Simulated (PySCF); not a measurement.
## C₅H₅N: calculation and literature

Structure with atom numbers: `[cH:1]1[cH:2][cH:3][n:4][cH:5][cH:6]1`; H(Xn) means a hydrogen on atom n.

Theoretical values (PySCF): B3LYP/pcJ-2 coupling constants (spin–dipole term only in couplings to heteroatoms), σ from GIAO-B97-2/pcSseg-2, structure optimised with PBE0-D3(BJ)/def2-TZVP. Fast rotation and ring inversion assumed for equivalent nuclei, non-relativistic, one conformer, isolated molecule.

Reference values: measured (solution, C6D6, 298 K; Fulmer et al., Organometallics 2010, 29, 2176).
```json
{"atoms": "C3/C5", "quantity": "δ $^{13}$C", "reference": "150.3", "computed": "158.5", "computed, scaled": "150.9"}
{"atoms": "C1", "quantity": "δ $^{13}$C", "reference": "135.3", "computed": "141.8", "computed, scaled": "134.8"}
{"atoms": "C2/C6", "quantity": "δ $^{13}$C", "reference": "123.6", "computed": "129.1", "computed, scaled": "122.6"}
```

Reference values: measured (solution, CD2Cl2, 298 K; Fulmer et al., Organometallics 2010, 29, 2176).
```json
{"atoms": "C3/C5", "quantity": "δ $^{13}$C", "reference": "150.3", "computed": "158.5", "computed, scaled": "150.9"}
{"atoms": "C1", "quantity": "δ $^{13}$C", "reference": "136.2", "computed": "141.8", "computed, scaled": "134.8"}
{"atoms": "C2/C6", "quantity": "δ $^{13}$C", "reference": "124.1", "computed": "129.1", "computed, scaled": "122.6"}
{"atoms": "H(C3)/H(C5)", "quantity": "δ $^{1}$H", "reference": "8.59", "computed": "8.97", "computed, scaled": "8.58"}
{"atoms": "H(C1)", "quantity": "δ $^{1}$H", "reference": "7.68", "computed": "7.84", "computed, scaled": "7.51"}
{"atoms": "H(C2)/H(C6)", "quantity": "δ $^{1}$H", "reference": "7.28", "computed": "7.40", "computed, scaled": "7.10"}
```

Computed shifts are σ(ref) − σ with the named reference compound (TMS for H and C) calculated as an isolated molecule at the same level. The measured values may be among those fitted. Empirical linear scaling, fitted to shifts measured mostly in CDCl3 for H and C (δ vs TMS): $^{1}$H (scatter 0.14 ppm rms, 0.16 ppm with the 5 outliers that the fit left out); $^{13}$C (scatter 2.0 ppm rms, 2.1 ppm with the 3 outliers that the fit left out). A few per cent of atoms miss by over 2 rms, more outside the fitted compound classes.

Coupling constants in Hz (some tables give magnitudes without signs):
| coupling | reference | computed | source |
| --- | --- | --- | --- |
| $^{3}J$(C3,H(C5)) | 10.9 | 12.2 | measured; liquid or solution; F. J. Weigert, PhD thesis, Caltech 1968 (Carbon-13 magnetic resonance spectroscopy) |
| $^{1}J$(C2,H(C2)) | 162.5 | 168.0 | measured; liquid or solution; F. J. Weigert, PhD thesis, Caltech 1968 (Carbon-13 magnetic resonance spectroscopy) |
| $^{3}J$(C2,H(C6)) | 6.4 | 6.9 | measured; liquid or solution; F. J. Weigert, PhD thesis, Caltech 1968 (Carbon-13 magnetic resonance spectroscopy) |
| $^{3}J$(C3,C6) | 13.9 | 13.5 | measured; liquid or solution; F. J. Weigert, PhD thesis, Caltech 1968 (Carbon-13 magnetic resonance spectroscopy) |

(1) How far are the unscaled $^{13}$C shifts from the references?

(2) How far are the unscaled $^{1}$H shifts from the references?

## Answers

(1) Mean signed difference +6.50 ppm, mean absolute 6.50 ppm over 6 comparisons; the largest is +8.2 ppm at C3/C5 (aromatic CH next to a ring nitrogen).

(2) Mean signed difference +0.22 ppm, mean absolute 0.22 ppm over 3 comparisons; the largest is +0.38 ppm at H(C3)/H(C5) (hydrogen on an aromatic CH next to a ring nitrogen).

13 of the 92 published NMR values on file for this molecule are compared. The rest: values from further sources or solvents, protons in aromatic solvents, values whose atom or origin is in doubt.
